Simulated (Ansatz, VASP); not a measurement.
## TiN in VASP and in Ansatz

File INCAR:

```
SYSTEM = TiN
PREC = Accurate ; ENCUT = 520
EDIFF = 1E-6 ; ISMEAR = 0
SIGMA = 0.05 ; LREAL = .False.
LASPH = .True. ; NELM = 80
ALGO = Normal ; ISIF = 2
LWAVE = .False. ; LCHARG = .True.
GGA = PE ; LELF = .True.
LVHAR = .True. ; NBANDS = 16
```

Contents of KPOINTS:

```
regular mesh
0
Gamma
  12 12 12
  0 0 0
```

The input POSCAR:

```
TiN
1.0
    0.0000000000      2.1190000000      2.1190000000
    2.1190000000      0.0000000000      2.1190000000
    2.1190000000      2.1190000000      0.0000000000
Ti N
1 1
Direct
    0.0000000000      0.0000000000      0.0000000000
    0.5000000000      0.5000000000      0.5000000000
```

Input for Ansatz:

```yaml
crystal:
  lattice:
    - [0.0, 2.119, 2.119]
    - [2.119, 0.0, 2.119]
    - [2.119, 2.119, 0.0]
  atoms:
    - { symbol: Ti, position: [0.0, 0.0, 0.0] }
    - { symbol: "N", position: [0.5, 0.5, 0.5] }
basis:
  ecutwfc: 420
  fft_grid_basis: typed
kpoints:
  mp_grid: { grid: [12, 12, 12] }
hamiltonian:
  xc: pbe
  pseudopotentials: { kind: paw }
scf:
  occupations: { method: gaussian, width: 0.05 }
output:
  forces: true
  stress: true
  eigenvalues: true
  bader: true
  write_density: true
  volumetric_format: npy
  elf: true
```

Alike in both runs: task single point; functional PBE; k mesh 12 × 12 × 12; occupations gaussian, width 0.05 eV; no spin polarisation.

|  | VASP | Ansatz |
| --- | --- | --- |
| version | VASP 6.6.1 | Ansatz 0.2.0 |
| potentials or method | VASP PAW PBE potentials, release 64 (Ti_sv, N) | scalar-relativistic, plane waves, PAW |
| plane-wave cutoff (eV) | 520 | 420 |
| valence electrons in the cell | 17 | 17 |

```csv
,VASP,Ansatz,Ansatz less VASP
gap on the k mesh at the Fermi level (eV),none,none,-
pressure (GPa),2.2,1.7,-0.43
```

A gap of «none» marks a metal or a gap that the smearing closes. The functional is the same, so the differences come from potentials, cutoffs and numerics.
